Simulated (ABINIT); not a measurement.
# A GW chain in ABINIT: PbS (Galena)

Wanted: ground state, empty states, screening and self-energy for PbS (Galena).

Method: PBE and many-body steps on it, plane waves, in ABINIT 10.8.3.

Most raw output is cut from this account.

The database entry behind the starting cell differs from later determinations by our own check (about 0.1 % short), so it need not match the best structure at ambient conditions.

## 1. Set-up

It takes space group Fm-3m (No. 225, cubic). Conventional cell: a = 5.931 Å, b = 5.931 Å, c = 5.931 Å, α = 90.00°, β = 90.00°, γ = 90.00°. Nearest to Pb lie 6 S at 2.97 Å. Nearest to S lie 6 Pb at 2.97 Å. Farther neighbours and most contacts between anions are not listed.

The cell and positions come from the Crystallography Open Database and are kept as given unless a step says otherwise. Spin-orbit coupling is left out unless a step names it.

## 2. Ground state

This step: ABINIT 10.8.3; DFT, PBE, plane waves, norm-conserving pseudopotentials.

The ground-state density comes first.

The input, run.abi:

```
acell 3*1.0 Angstrom
rprim 
  0.000000000000 2.965750000000 2.965750000000
  2.965750000000 -0.000000000000 2.965750000000
  2.965750000000 2.965750000000 0.000000000000
ntypat 2
znucl 82 16
natom 2
typat 1 2
xred 
  0.000000000000 0.000000000000 0.000000000000
  0.500000000000 0.500000000000 0.500000000000
pp_dirpath "pseudos"
pseudos "Pb.upf, S.upf"
ecut 32
ngkpt 6 6 6
nshiftk 1
shiftk 0 0 0
kptopt 1
chksymbreak 0
nband 19
occopt 1
tolvrs 1e-10
nstep 60
prtwf 0
optforces 0
optstress 0
indata_prefix "in"
outdata_prefix "out"
tmpdata_prefix "tmp"
```

Run with:

```
$ OMP_NUM_THREADS=1 mpirun -n 4 abinit run.abi > log
```

It took 13 s on 4 MPI ranks of Arm Neoverse V1, shared host; peak memory 0.32 GiB; 52 s of CPU time.

This step gave:

* total energy: -6009.0534 eV
* gap: 0.3622 eV
* k of the valence top: 0.5, 0, 0
* k of the conduction bottom: 0.5, 0, 0
* least direct gap: 0.3622 eV

The gap is direct, at (0.500, 0.000, 0.000).

## 3. Bands along the symmetry lines

Levels along a band path, at the cheap level, show where the edges lie and whether the meshes to come will hold them.

The input, run.abi:

```
acell 3*1.0 Angstrom
rprim 
  0.000000000000 2.965750000000 2.965750000000
  2.965750000000 -0.000000000000 2.965750000000
  2.965750000000 2.965750000000 0.000000000000
ntypat 2
znucl 82 16
natom 2
typat 1 2
xred 
  0.000000000000 0.000000000000 0.000000000000
  0.500000000000 0.500000000000 0.500000000000
pp_dirpath "pseudos"
pseudos "Pb.upf, S.upf"
ecut 32
iscf -2
irdden 1
kptopt 0
nkpt 50
kpt 
  0.00000000 0.00000000 0.00000000
  0.06250000 0.00000000 0.06250000
  0.12500000 0.00000000 0.12500000
  0.18750000 0.00000000 0.18750000
  0.25000000 0.00000000 0.25000000
  0.31250000 0.00000000 0.31250000
  0.37500000 0.00000000 0.37500000
  0.43750000 0.00000000 0.43750000
  0.50000000 0.00000000 0.50000000
  0.51562500 0.03125000 0.51562500
  0.53125000 0.06250000 0.53125000
  0.54687500 0.09375000 0.54687500
  0.56250000 0.12500000 0.56250000
  0.57812500 0.15625000 0.57812500
  0.59375000 0.18750000 0.59375000
  0.60937500 0.21875000 0.60937500
  0.62500000 0.25000000 0.62500000
  0.37500000 0.37500000 0.75000000
  0.32812500 0.32812500 0.65625000
  0.28125000 0.28125000 0.56250000
  0.23437500 0.23437500 0.46875000
  0.18750000 0.18750000 0.37500000
  0.14062500 0.14062500 0.28125000
  0.09375000 0.09375000 0.18750000
  0.04687500 0.04687500 0.09375000
  0.00000000 0.00000000 0.00000000
  0.06250000 0.06250000 0.06250000
  0.12500000 0.12500000 0.12500000
  0.18750000 0.18750000 0.18750000
  0.25000000 0.25000000 0.25000000
  0.31250000 0.31250000 0.31250000
  0.37500000 0.37500000 0.37500000
  0.43750000 0.43750000 0.43750000
  0.50000000 0.50000000 0.50000000
  0.50000000 0.46875000 0.53125000
  0.50000000 0.43750000 0.56250000
  0.50000000 0.40625000 0.59375000
  0.50000000 0.37500000 0.62500000
  0.50000000 0.34375000 0.65625000
  0.50000000 0.31250000 0.68750000
  0.50000000 0.28125000 0.71875000
  0.50000000 0.25000000 0.75000000
  0.50000000 0.21875000 0.71875000
  0.50000000 0.18750000 0.68750000
  0.50000000 0.15625000 0.65625000
  0.50000000 0.12500000 0.62500000
  0.50000000 0.09375000 0.59375000
  0.50000000 0.06250000 0.56250000
  0.50000000 0.03125000 0.53125000
  0.50000000 0.00000000 0.50000000
istwfk *1
nband 21
nbdbuf 2
tolwfr 1e-08
nstep 40
prtwf 0
prtvol 0
indata_prefix "in"
outdata_prefix "out"
tmpdata_prefix "tmp"
```

Run time: 23 s. Hardware: 4 MPI ranks; peak memory 0.3 GiB.

This step gave:

| Item | Value |
| --- | --- |
| gap | 0.3622 eV |
| k of the valence top | 0.5, 0.5, 0.5 |
| k of the conduction bottom | 0.5, 0.5, 0.5 |
| least direct gap | 0.3622 eV |

The gap is 0.362 eV, as in the run before at this level.

Electronic bands along the path, in eV, zero at the top of the highest filled band:

| point | band 11 | band 12 | band 13 | band 14 | band 15 | band 16 | band 17 | band 18 |
| --- | --- | --- | --- | --- | --- | --- | --- | --- |
| Γ | -6.04 | -2.18 | -2.18 | -2.18 | 5.21 | 5.21 | 5.21 | 6.70 |
| halfway | -7.22 | -2.84 | -2.84 | -1.73 | 2.43 | 4.73 | 4.91 | 4.91 |
| X | -7.20 | -5.20 | -3.44 | -3.44 | 3.86 | 5.57 | 5.68 | 5.68 |
| halfway | -7.46 | -5.09 | -3.31 | -3.16 | 3.89 | 5.18 | 5.42 | 5.57 |
| U | -7.98 | -4.78 | -2.94 | -2.49 | 3.32 | 4.12 | 5.05 | 6.22 |
| jump to K | -7.98 | -4.78 | -2.94 | -2.49 | 3.32 | 4.12 | 5.05 | 6.22 |
| halfway | -7.71 | -3.11 | -1.71 | -0.59 | 1.47 | 2.51 | 4.14 | 7.57 |
| Γ | -6.04 | -2.18 | -2.18 | -2.18 | 5.21 | 5.21 | 5.21 | 6.70 |
| halfway | -7.46 | -2.02 | -2.02 | -1.17 | 2.35 | 3.21 | 3.21 | 6.86 |
| L | -8.84 | -1.79 | -1.79 | 0.00 | 0.36 | 1.96 | 1.96 | 8.66 |
| halfway | -8.48 | -3.44 | -3.02 | -0.99 | 1.55 | 3.40 | 4.02 | 7.99 |
| W | -7.94 | -4.43 | -4.43 | -1.03 | 2.19 | 4.66 | 4.66 | 8.15 |
| halfway | -7.61 | -4.99 | -3.77 | -2.41 | 3.99 | 4.09 | 5.29 | 6.37 |
| X | -7.20 | -5.20 | -3.44 | -3.44 | 3.86 | 5.57 | 5.68 | 5.68 |

## 4. Empty states on the mesh, 4×4×4 mesh, 158 bands

The sums over transitions need many empty states on a uniform mesh; this step solves for them.

The input, run.abi:

```
acell 3*1.0 Angstrom
rprim 
  0.000000000000 2.965750000000 2.965750000000
  2.965750000000 -0.000000000000 2.965750000000
  2.965750000000 2.965750000000 0.000000000000
ntypat 2
znucl 82 16
natom 2
typat 1 2
xred 
  0.000000000000 0.000000000000 0.000000000000
  0.500000000000 0.500000000000 0.500000000000
pp_dirpath "pseudos"
pseudos "Pb.upf, S.upf"
ecut 32
ngkpt 4 4 4
nshiftk 1
shiftk 0 0 0
kptopt 1
chksymbreak 0
irdden 1
istwfk *1
nband 158
prtvol 0
optdriver 6
gwr_task "HDIAGO"
paral_kgb 0
occopt 1
indata_prefix "in"
outdata_prefix "out"
tmpdata_prefix "tmp"
```

The job ended after 51 s (4 MPI ranks; peak memory 2.2 GiB; 3.4 min of CPU time).

This step gave:

| Quantity | Value |
| --- | --- |
| gap | 0.3621 eV |
| k of the valence top | 0.5, 0, 0 |
| k of the conduction bottom | 0.5, 0, 0 |
| least direct gap | 0.3621 eV |
| k points computed | 8 |
| lowest point of the top converged band, above the valence top | 97.3208 eV |

On this mesh the gap is 0.362 eV.

## 5. Screening, 4×4×4 mesh, 150 bands, screening to 163.3 eV

The RPA dielectric matrix is built and inverted for each q.

This step: RPA screening on PBE, plane waves, norm-conserving pseudopotentials.

Changes to run.abi since step 4:

```diff
@@ -20,10 +20,11 @@
 chksymbreak 0
-irdden 1
 istwfk *1
-nband 158
-prtvol 0
-optdriver 6
-gwr_task "HDIAGO"
-paral_kgb 0
 occopt 1
+irdwfk 1
+optdriver 3
+nband 150
+ecuteps 6
+inclvkb 2
+awtr 1
+symchi 1
 indata_prefix "in"
```

Elapsed: 55 s, on 4 MPI ranks; peak memory 1.1 GiB; 3.6 min of CPU time.

Numbers from this step:

```
ε∞ with local fields, on this mesh, along the program's q direction : 71.22
the same without local fields                                       : 77.89
plasma frequency                                                    : 27.20 eV
plane waves in the screening matrix                                 : 259
```

Local fields lower ε∞ by 9 %. On a Γ-centred mesh this coarse the value itself is usually too large, while a short band sum pulls it down.

## 6. Self-energy, 4×4×4 mesh, 150 bands, screening to 163.3 eV

The self-energy is evaluated for the states that the input lists, and the levels follow from it, in one-shot runs by the linearised quasiparticle equation.

This step: G0W0 on PBE, plane waves, norm-conserving pseudopotentials.

Changes to run.abi since step 5:

```diff
@@ -23,8 +23,17 @@
 irdwfk 1
-optdriver 3
+optdriver 4
 nband 150
+gwcalctyp 0
+ecutsigx 32
+symsigma 1
+nkptgw 2
+kptgw 
+  0.5000000000 0.0000000000 0.0000000000
+  0.0000000000 0.0000000000 0.0000000000
+bdgw 
+  12 17
+  12 17
 ecuteps 6
-inclvkb 2
-awtr 1
-symchi 1
+irdscr 1
+ppmodel 1
 indata_prefix "in"
```

The job ended after 20 s (4 MPI ranks; peak memory 1.1 GiB).

Numbers from this step:

```
G0W0 gap on the points computed              : 0.5880 eV
starting gap on the mesh                     : 0.3621 eV
k of the valence top                         : 0.5, 0, 0
k of the conduction bottom                   : 0.5, 0, 0
Z at the valence top                         : 0.782
Z at the conduction bottom                   : 0.806
least direct G0W0 gap on the computed points : 0.5880 eV
```

The gap on the mesh goes from 0.36 eV to 0.59 eV, a correction of +0.23 eV.

Limits: finite bands, cutoff and mesh; model gap, bands may invert with spin-orbit coupling; no spin-orbit coupling; coarse k mesh. v1 is the top filled band, c1 the lowest empty one. The levels before and after the correction (eV, zero at the valence-band top of each column):

```
           conduction bottom  valence top
Kohn-Sham               0.36         0.00
     G0W0               0.59         0.00
```

|  | level | energy (eV) |
| --- | --- | --- |
| Kohn-Sham | (0.5 0 0) v3-v2 | -1.786 |
| Kohn-Sham | (0.5 0 0) v1 | 0.000 |
| Kohn-Sham | (0.5 0 0) c1 | 0.362 |
| Kohn-Sham | (0.5 0 0) c2-c3 | 1.958 |
| G0W0 | (0.5 0 0) v3-v2 | -2.018 |
| G0W0 | (0.5 0 0) v1 | 0.000 |
| G0W0 | (0.5 0 0) c1 | 0.588 |
| G0W0 | (0.5 0 0) c2-c3 | 2.361 |

## 7. Where the time went

Times are wall times on 4 MPI ranks of Arm Neoverse V1, shared host, good to a factor of about two.

| step | time | share | memory (GiB) |
| --- | --- | --- | --- |
| ground state | 13 s | 8 % | 0.32 |
| bands along the symmetry lines | 23 s | 14 % | 0.3 |
| empty states on the mesh | 51 s | 31 % | 2.2 |
| screening | 55 s | 34 % | 1.1 |
| self-energy | 20 s | 12 % | 1.1 |

## 8. Results

```yaml
pbe_gap: 0.36 eV, direct
g0w0_gap_on_the_mesh: 0.59 eV
gw_settings: 4×4×4 mesh, 150 bands, screening to 163.3 eV, Godby-Needs plasmon pole
known_limits: not at the basis limit; model gap, bands may invert with spin-orbit coupling; mesh may overstate the screening; no spin-orbit coupling; coarse k mesh
```

In words: G0W0 moves the gap on the mesh from 0.36 eV to 0.59 eV (+0.23 eV), with Z of 0.78 and 0.81 at the edges. Local fields lower the RPA ε∞ on this mesh from 77.89 to 71.22; a Γ-centred mesh this coarse tends to raise both, most where the direct gap is narrow, while a short band sum lowers them. Only 2 of the mesh's irreducible points were corrected, so a valley elsewhere could overtake. Bands and cutoff are finite, so the gap is not at the basis limit. The miss can reach some tenths of an eV and take either sign; the mesh is an error of its own. In the G0W0 run levels were corrected at 2 k points alone, so a gap called «on the mesh» is the least over those, and an edge elsewhere would be missed. The 4×4×4 mesh is coarse for this cell, which bears on the long-range parts of exchange and screening. Where an edge is built on 6p states of lead, bismuth or thallium, scalar-relativistic gaps usually stand too wide, by a few tenths to over one eV. With atoms this heavy and so narrow a gap, spin-orbit coupling can invert the bands. These scalar-relativistic gaps are then model values, not to be set against experiment, and a spin-orbit change taken from DFT can't simply be added. The RPA ε∞ on this mesh reaches over 25; with a narrow direct gap a coarse mesh can overstate it, and the correction is then too small.

[Paths, hosts, dates, memory and timing lines, banners, echoed tables and standing remarks are left out of the program output.]

[Logs are printed without paths, hosts, clocks, repeated set-up lines and the standing remarks that a program may print on its own settings, such as how far it seeks lower states.]

[Runs of the session that timed out or met a known fault of the program may be left out.]

[Hosts, paths, dates, database ids (printed as entryN), source tags and the programs' standing remarks are cut or masked in the printed files.]

[G0W0 gaps are taken among the corrected bands and points alone; a level outside them can change the order at an edge.]

[Where Ansatz stands beside ABINIT at settings called matched, ABINIT's density can come from a denser mesh and the files from another edition; pairs whose starting gaps differed by over 0.03 eV were left out, so agreement reads better than it is.]
